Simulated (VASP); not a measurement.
Output of a VASP run:

### OSZICAR
```
       N       E                     dE             d eps       ncg     rms          rms(c)
DAV:   1     0.532944266770E+02    0.53294E+02   -0.58119E+03  1056   0.114E+03
DAV:   2    -0.113794763139E+02   -0.64674E+02   -0.60065E+02  1453   0.235E+02
DAV:   3    -0.190444548465E+02   -0.76650E+01   -0.76295E+01  1577   0.735E+01
DAV:   4    -0.198922227835E+02   -0.84777E+00   -0.84695E+00  1623   0.197E+01
DAV:   5    -0.199036888327E+02   -0.11466E-01   -0.11466E-01  1424   0.282E+00    0.992E+00
DAV:   6    -0.158902451138E+02    0.40134E+01   -0.25339E+01  1149   0.228E+01    0.457E+00
DAV:   7    -0.157396196117E+02    0.15063E+00   -0.16185E+00  1411   0.748E+00    0.233E+00
DAV:   8    -0.156609889563E+02    0.78631E-01   -0.36289E-01  1241   0.469E+00    0.115E+00
DAV:   9    -0.156514441455E+02    0.95448E-02   -0.48755E-02  1308   0.138E+00    0.360E-01
DAV:  10    -0.156525908726E+02   -0.11467E-02   -0.44903E-03  1286   0.383E-01    0.912E-02
DAV:  11    -0.156523580709E+02    0.23280E-03   -0.19449E-03  1343   0.197E-01    0.321E-02
DAV:  12    -0.156523635175E+02   -0.54466E-05   -0.16304E-04  1311   0.766E-02    0.164E-02
DAV:  13    -0.156523594552E+02    0.40622E-05   -0.32124E-05  1336   0.333E-02    0.151E-03
DAV:  14    -0.156523589643E+02    0.49098E-06   -0.19974E-06  1225   0.991E-03
   1 F= -.15652359E+02 E0= -.15652359E+02  d E =-.120642E-64
```

### OUTCAR
```
------------------------ aborting loop because EDIFF is reached ----------------------------------------
  FORCE on cell =-STRESS in cart. coord.  units (eV):
  Direction    XX          YY          ZZ          XY          YZ          ZX
  --------------------------------------------------------------------------------------
  Total       -1.5910605     -1.5910607     -1.8115393      0.0000000     -0.0000000      0.0000000
  in kB      -57.9244590    -57.9244669    -65.9512529      0.0000000     -0.0000000      0.0000000
  external PRESSURE =     -60.6000596 kB  Pullay stress =       0.0000000 kB
  volume of cell :       44.01
      direct lattice vectors                 reciprocal lattice vectors
     3.623808000  0.000000000  0.000000000     0.275952810  0.159321418  0.000000000
    -1.811904000  3.138310000  0.000000000     0.000000000  0.318642836  0.000000000
     0.000000000  0.000000000  3.869673000     0.000000000  0.000000000  0.258419768
 POSITION                                       TOTAL-FORCE (eV/Angst)
 -----------------------------------------------------------------------------------
      0.00000      0.00000      1.93484        -0.000000      0.000000      0.000000
     -0.00000      2.09221      0.00000         0.000000      0.000000      0.000000
      1.81191      1.04610      0.00000         0.000000      0.000000      0.000000
      0.00000      0.00000      0.00000        -0.000000      0.000000      0.000000
 -----------------------------------------------------------------------------------
    total drift:                                0.000000     -0.000000      0.000000
  FREE ENERGIE OF THE ION-ELECTRON SYSTEM (eV)
  ---------------------------------------------------
  free  energy   TOTEN  =       -15.6523589643 eV

  energy  without entropy=      -15.6523589643  energy(sigma->0) =      -15.65235896
```
(Selected blocks of OUTCAR.)

File POSCAR:
```
Li3N
1
    3.6238080000     0.0000000000     0.0000000000
   -1.8119040000     3.1383100000     0.0000000000
    0.0000000000     0.0000000000     3.8696730000
Li N
3 1
Direct
  0.0000000000   0.0000000000   0.5000000000
  0.3333330000   0.6666670000   0.0000000000
  0.6666670000   0.3333330000   0.0000000000
  0.0000000000   0.0000000000   0.0000000000
```

Q: Reconstruct the remaining input files.

A: This is not unique; one that fits is the input of the run itself, PBE GGA, plane waves, VASP's PBE PAW potentials (set 64).

### INCAR
```
SYSTEM = Li3N
PREC = Accurate
ENCUT = 400
EDIFF = 1E-6
NELM = 100
ALGO = Normal
LREAL = .FALSE.
LASPH = .TRUE.
ISMEAR = 0
SIGMA = 0.02
GGA = PE
LWAVE = .FALSE.
LCHARG = .FALSE.
ISIF = 2
```

File KPOINTS:
```
Automatic mesh
0
Gamma
9 9 7
0 0 0
```

POTCAR, in this order: Li_sv N (PBE.64 set). Program: vasp_std.

At this cut-off the stress carries a Pulay error, which pulls relaxed volumes low.

The structure comes from a computed database's Li3N entry; how it stands against other phases isn't given here. The cell was not relaxed at this level.
